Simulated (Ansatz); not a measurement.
# FePt (Tetraferroplatinum) (P4/mmm) in Ansatz: convergence with xc grid

Aim: find how far xc grid must go before the results for FePt (Tetraferroplatinum) settle, at PBE. This setting moves, with any that are tied to it; all else stays.

Program: Ansatz 0.2.0. These are calculated values, not measurements. Logs are shortened: lines on timing, memory, paths and dates and some standing lists are left out, and cuts for length are marked.

**1. The structure**

Symmetry: P4/mmm, No. 123, tetragonal system. The conventional cell has a = 2.724 Å, b = 2.724 Å, c = 3.720 Å, α = 90.00°, β = 90.00°, γ = 90.00°. Around Pt (site symmetry 4/mmm) lie 8 Fe at 2.68 Å and 4 Pt at 2.72 Å. Around Fe (site symmetry 4/mmm) lie 8 Pt at 2.68 Å and 4 Fe at 2.72 Å.

**2. With xc grid 1**

input.yaml reads:

```yaml
crystal:
  lattice:
    - [2.7235, 0.0, 0.0]
    - [0.0, 2.7235, 0.0]
    - [0.0, 0.0, 3.72]
  atoms:
    - { symbol: Pt, position: [0.5, 0.5, 0.5] }
    - { symbol: Fe, position: [0.0, 0.0, 0.0], spin: 3.0 }
hamiltonian:
  xc: pbe
  pseudopotentials: { kind: nc, accuracy: standard }
magnetization:
  spin_polarized: true
kpoints:
  mp_grid: { grid: [8, 8, 6] }
scf:
  occupations: { method: fermi_dirac, width: 0.1 }
output:
  forces: true
  stress: true
  eigenvalues: true
basis:
  xc_grid: 1
```

Potentials or basis: PseudoDojo standard (PBE files).

On the command line:

```sh
$ ansatz run input.yaml --threads 2 --pin off --max-ram 5632MiB --backend cpu --events-out ev --progress --plain --runs-dir out
```

Run time: 30 s. Hardware: 2 threads of Intel Xeon at 2.50GHz (Skylake/Cascade Lake), shared host; peak memory 0.49 GiB.

Results:

```
Free energy            : -6964.8200 eV
Pressure               : 4.2 GPa
Band gap on the k mesh : none (metal or under the smearing width)
Net moment             : 3.38 μB per cell
Absolute moment        : 3.56 μB per cell
Site moments           : Pt +0.41; Fe +3.05 μB
```

**3. With xc grid 2**

Changes to input.yaml since step 2:

```diff
@@ -22,2 +22,2 @@
 basis:
-  xc_grid: 1
+  xc_grid: 2
```

Potentials or basis: PseudoDojo standard (PBE files).

On the command line:

```sh
$ ansatz run input.yaml --threads 2 --pin off --max-ram 5632MiB --backend cpu --events-out ev --progress --plain --runs-dir out
```

Wall time 28 s (2 threads of Intel Xeon at 2.50GHz (Skylake/Cascade Lake), shared host); peak memory 0.51 GiB.

What came out:

* Free energy: -6964.8200 eV
* Pressure: 4.2 GPa
* Band gap on the k mesh: none (metal or under the smearing width)
* Net moment: 3.38 μB per cell
* Absolute moment: 3.56 μB per cell
* Site moments: Pt +0.41; Fe +3.05 μB

**4. With xc grid 3**

Changes to input.yaml since step 3:

```diff
@@ -22,2 +22,2 @@
 basis:
-  xc_grid: 2
+  xc_grid: 3
```

On the command line:

```sh
$ ansatz run input.yaml --threads 2 --pin off --max-ram 5632MiB --backend cpu --events-out ev --progress --plain --runs-dir out
```

Run time: 30 s. Hardware: 2 threads of Intel Xeon at 2.50GHz (Skylake/Cascade Lake), shared host; peak memory 0.54 GiB.

The run converged. Its results:

| Property | Result |
| --- | --- |
| Free energy | -6964.8200 eV |
| Pressure | 4.2 GPa |
| Band gap on the k mesh | none (metal or under the smearing width) |
| Net moment | 3.38 μB per cell |
| Absolute moment | 3.56 μB per cell |
| Site moments | Pt +0.41; Fe +3.05 μB |

**5. With xc grid 4**

Changes to input.yaml since step 4:

```diff
@@ -22,2 +22,2 @@
 basis:
-  xc_grid: 3
+  xc_grid: 4
```

On the command line:

```sh
$ ansatz run input.yaml --threads 2 --pin off --max-ram 5632MiB --backend cpu --events-out ev --progress --plain --runs-dir out
```

It took 27 s on 2 threads of Intel Xeon at 2.50GHz (Skylake/Cascade Lake), shared host; peak memory 0.61 GiB.

The run converged. Its results:

| Quantity | Value |
| --- | --- |
| Free energy | -6964.8200 eV |
| Pressure | 4.2 GPa |
| Band gap on the k mesh | none (metal or under the smearing width) |
| Net moment | 3.38 μB per cell |
| Absolute moment | 3.56 μB per cell |
| Site moments | Pt +0.41; Fe +3.05 μB |

**6. With xc grid 5**

Changes to input.yaml since step 5:

```diff
@@ -22,2 +22,2 @@
 basis:
-  xc_grid: 4
+  xc_grid: 5
```

Potentials or basis: PseudoDojo standard (PBE files).

On the command line:

```sh
$ ansatz run input.yaml --threads 2 --pin off --max-ram 5632MiB --backend cpu --events-out ev --progress --plain --runs-dir out
```

Output:

```text
Warning: RAYON_NUM_THREADS=2 ignored (pool sized by the plan → 2); use --threads N
Engine: ansatz 0.2.0, x86_64-unknown-linux-gnu
Pseudopotentials: kind: nc
Pseudopotential: Pt, nc, valence charge 18, recommended cutoff 1142.878222 eV (normal), Pt.nc.azcp (PseudoDojo's, or run here from an input of PseudoDojo's; its table is named by hamiltonian.pseudopotentials.accuracy)
Pseudopotential: Fe, nc, valence charge 16, recommended cutoff 1224.512381 eV (normal), Fe.nc.azcp (PseudoDojo's, or run here from an input of PseudoDojo's; its table is named by hamiltonian.pseudopotentials.accuracy)
Functional definition: PBE
  parameter kappa = 0.804
  parameter beta = 0.06672455060314922
  exchange = pbe_x(kappa = kappa, mu = beta*pi^2/3)
  correlation = pbe_c(beta = beta)
Crystal: 2 atoms, lattice volume = 27.593 Å³
Basis set: ecut = 1224.512381 eV, 2701 PW (Γ), exchange–correlation on 160×160×225 points (125 copies of the dense FFT grid, shifted against one another)
Bands: 23, of which v1, the nominal top of the filled ones, is band 17 counted from 1 (16 counted from 0)
Symmetry: 16 space group operations
Space group: P4/mmm (ITA 123), of the structure as read, at distance tolerance 3.0e-5 Å
Magnetic group: BNS 123.339 (UNI 999), of the structure as read, at distance tolerance 3.0e-5 Å
k-points: 60 of 384
Non-local potential: Pt, projectors of the file, l = 0: 2, l = 1: 2, l = 2: 2, l = 3: 2
Non-local potential: Fe, projectors of the file, l = 0: 2, l = 1: 2, l = 2: 2
Initial density: superposition of atomic densities (chi_scale 0.1, normalization cell)
Starting moments: Σ|m| = 3 μB on 1 of 2 sites
Initial wavefunctions: pseudopotential atomic-orbital guess
Functional: x = pbe(κ = 0.804, μ = 0.2195149727645171), c = pbe(β = 0.06672455060314922)
SCF iter   1: F=—  HF=-6966.896274 eV  |F-HF|=—  |Δ(HF+E_count)|=         —  Δρ=2.17e-1 (↑1.09e-1 ↓2.17e-1)  dr2=3.27e1  dr2_m=2.66e0  M=1.688 μB ∫|m|=1.768 μB  β_m=0.30  ethr=3.10e-3  ⟨swp⟩=5.5  Hψ=11194  notcnv=0
preconditioner: auto → none  [metal: Δε(μ)=0.012 eV  Ē_g=9.375 eV  σ=0.100 eV  W_gap=0.03  n_scr=6 (ndim 8)  ℏωp=30.0 eV  f_vac=0.000  D(μ)=3.06/eV (n_scr^D=36)  sad-step TF]
SCF iter   2: F=—  HF=-6965.154634 eV  |F-HF|=—  |Δ(HF+E_count)|=    1.74e0  Δρ=9.62e-2 (↑7.42e-2 ↓9.62e-2)  dr2=3.72e0  dr2_m=7.16e-1  M=3.144 μB ∫|m|=3.180 μB  β_m=1.00  ethr=3.10e-3  ⟨swp⟩=3.8  Hψ=6853  notcnv=0  defer=18
spin-set hold released at iteration 2 (site moments show no strong build): the magnetisation degrees of freedom join the quasi-Newton model from the next iteration; the mixer history was kept
SCF iter   3: F=—  HF=-6964.835792 eV  |F-HF|=—  |Δ(HF+E_count)|=   3.19e-1  Δρ=4.11e-2 (↑1.60e-2 ↓4.11e-2)  dr2=4.05e-1  dr2_m=1.13e-1  M=3.364 μB ∫|m|=3.478 μB  β_m=0.30  ethr=3.10e-3  ⟨swp⟩=2.6  Hψ=5786  notcnv=0  defer=17
SCF iter   4: F=—  HF=-6964.817387 eV  |F-HF|=—  |Δ(HF+E_count)|=   1.84e-2  Δρ=2.27e-2 (↑1.42e-2 ↓2.27e-2)  dr2=9.83e-2  dr2_m=5.29e-2  M=3.379 μB ∫|m|=3.517 μB  β_m=0.50  ethr=1.19e-3  ⟨swp⟩=1.7  Hψ=3435  notcnv=0  defer=16
SCF iter   5: F=—  HF=-6964.819961 eV  |F-HF|=—  |Δ(HF+E_count)|=   2.57e-3  Δρ=4.67e-3 (↑4.67e-3 ↓2.67e-3)  dr2=5.86e-3  dr2_m=1.56e-3  M=3.373 μB ∫|m|=3.538 μB  β_m=0.56  ethr=2.89e-4  ⟨swp⟩=1.9  Hψ=3624  notcnv=0  defer=16
SCF iter   6: F=—  HF=-6964.820080 eV  |F-HF|=—  |Δ(HF+E_count)|=   1.18e-4  Δρ=1.38e-3 (↑1.15e-3 ↓1.38e-3)  dr2=7.07e-4  dr2_m=1.10e-4  M=3.383 μB ∫|m|=3.557 μB  β_m=0.57  ethr=1.72e-5  ⟨swp⟩=2.0  Hψ=4375  notcnv=0  defer=16
SCF iter   7: F=—  HF=-6964.819987 eV  |F-HF|=—  |Δ(HF+E_count)|=   9.29e-5  Δρ=4.73e-4 (↑3.07e-4 ↓4.73e-4)  dr2=3.82e-5  dr2_m=1.27e-5  M=3.384 μB ∫|m|=3.560 μB  β_m=0.66  ethr=2.08e-6  ⟨swp⟩=2.2  Hψ=4521  notcnv=0  defer=16
SCF iter   8: F=—  HF=-6964.819993 eV  |F-HF|=—  |Δ(HF+E_count)|=   6.58e-6  Δρ=1.53e-4 (↑9.94e-5 ↓1.53e-4)  dr2=9.14e-7  dr2_m=3.90e-6  M=3.384 μB ∫|m|=3.560 μB  β_m=0.68  ethr=1.12e-7  ⟨swp⟩=2.5  Hψ=4361  notcnv=0  defer=16
SCF iter   9: F=—  HF=-6964.819996 eV  |F-HF|=—  |Δ(HF+E_count)|=   3.06e-6  Δρ=2.78e-5 (↑2.21e-5 ↓2.78e-5)  dr2=1.28e-7  dr2_m=9.93e-8  M=3.384 μB ∫|m|=3.561 μB  β_m=0.77  ethr=2.94e-10  ⟨swp⟩=7.4  Hψ=13946  notcnv=0
SCF iter  10: F=-6964.819996 eV  HF=-6964.819996 eV  |F-HF|=4.90e-10  |Δ(HF+E_count)|=   7.40e-8  Δρ=8.14e-6 (↑5.38e-6 ↓8.14e-6)  dr2=5.25e-9  dr2_m=9.38e-9  M=3.384 μB ∫|m|=3.561 μB  ethr=2.94e-10  ⟨swp⟩=4.0  Hψ=9343  notcnv=0
SCF 1 converged in 10 iterations: F = -6964.819996 eV  dr2 = 5.25e-9
SCF converged after 10 iterations
Magnetization: 3.3842 μB (18.6921 up, 15.3079 down)
Absolute magnetization: 3.5612 μB (∫|ρ↑−ρ↓|)
Spin contamination: 0.0904 ħ² per cell (⟨S²⟩ above its minimum at these occupations)
Per-site moments (μB) at R_I (Å): [(0.4050763004851393, 1.1044163581761326), (3.0457900534627385, 1.1044163581761326)]
Free energy (F): -6964.819996 eV
Harris-Foulkes:  -6964.819996 eV  (|F-HF|=4.90e-10)
Internal energy: -6964.780043 eV  (E = F + TS)
E sigma→0 (E₀):  -6964.800020 eV
Entropy (-TS):   -0.039953 eV (-19.977 meV/atom)
Fermi energy:    20.696645 eV
--- Per-component energies (eV) ---
  E_band       = -365.042645
  E_kinetic    = 2582.227508
  E_local      = -4821.536836  (includes V_loc(G=0)·N_el)
  E_nonlocal   = 27.968781
  E_hartree    = 1398.589066
  E_xc         = -1131.854124
  E_vxc        = -950.879569  (∫ρ·V_xc dr)
  E_ewald      = -5020.174440
  E_smearing   = -0.039953  (= −TS)
  E_closure    = -0.000000  (closes the sum)
  Σ components = -6964.819996   (vs F -6964.819996, Δ=0.00e0)
--- Forces (eV/Å), atoms counted from 1 ---
  atom   1  Pt     0.00000000     0.00000000     0.00000000
  atom   2  Fe    -0.00000000     0.00000000     0.00000000
  max |Σ_I F_I| component: 3.16e-30 eV/Å
--- Stress (GPa, compression-positive) ---
        3.992571       0.000000       0.000000
        0.000000       3.992571       0.000000
        0.000000       0.000000       4.635244
  P = ⅓ Tr σ = 4.2068 GPa (42.068 kbar)
--- Band table (eV; the first three rows and the last of 120) ---
  k-point 0 ↑: bands = ["-78.0766", "-68.2067", "-34.5080", "-34.2262", "-34.2262", "-32.2141", "-32.1120", "-32.1120", "11.0515", "14.2685", "14.4829", "17.1225", "17.1225", "17.6050", "18.3748", "18.6188", "20.1511", "20.2059", "20.2059", "22.9185", "30.3997", "32.2743", "32.2743"]
  k-point 1 ↑: bands = ["-78.0766", "-68.2067", "-34.5055", "-34.2256", "-34.2256", "-32.2194", "-32.1127", "-32.1127", "11.3933", "14.4180", "14.5858", "17.2606", "17.2606", "17.4504", "18.4251", "18.4545", "19.8923", "19.8923", "20.0891", "21.4333", "32.2697", "32.9841", "32.9841"]
  k-point 2 ↑: bands = ["-78.0765", "-68.2068", "-34.5005", "-34.2243", "-34.2243", "-32.2300", "-32.1141", "-32.1141", "12.2758", "14.7386", "14.8300", "17.1043", "17.6636", "17.6636", "18.0690", "18.5385", "19.0950", "19.1685", "19.1685", "19.9524", "34.8404", "34.8404", "35.3009"]
  k-point 59 ↓: bands = ["-77.7886", "-64.9211", "-32.0760", "-32.0760", "-31.8620", "-30.9558", "-30.9533", "-30.9533", "14.7897", "16.0176", "16.0176", "18.7763", "19.2064", "19.3878", "19.3878", "21.5914", "21.6730", "22.5472", "28.3197", "28.3197", "29.2202", "29.4290", "29.5444"]
```

It took 32 s on 2 threads of Intel Xeon at 2.50GHz (Skylake/Cascade Lake), shared host; peak memory 0.73 GiB.

Results:

```yaml
Free_energy: -6964.8200 eV
Pressure: 4.2 GPa
Band_gap_on_the_k_mesh: none (metal or under the smearing width)
Net_moment: 3.38 μB per cell
Absolute_moment: 3.56 μB per cell
Site_moments: Pt +0.41; Fe +3.05 μB
```

**7. Summary**

| xc grid | energy less the tightest run, at zero smearing (meV/atom) | SCF cycles | CPU time (s) | peak memory (GiB) |
| --- | --- | --- | --- | --- |
| 1 | 0.00 | 10 | 34 | 0.49 |
| 2 | 0.00 | 10 | 34 | 0.51 |
| 3 | 0.00 | 10 | 36 | 0.54 |
| 4 | 0.00 | 10 | 36 | 0.61 |
| 5 | 0.00 | 10 | 38 | 0.73 |

Against the tightest run, the energy stays within 1 meV/atom from 1 on. The tightest run that finished is the yardstick and may itself not be fully converged.
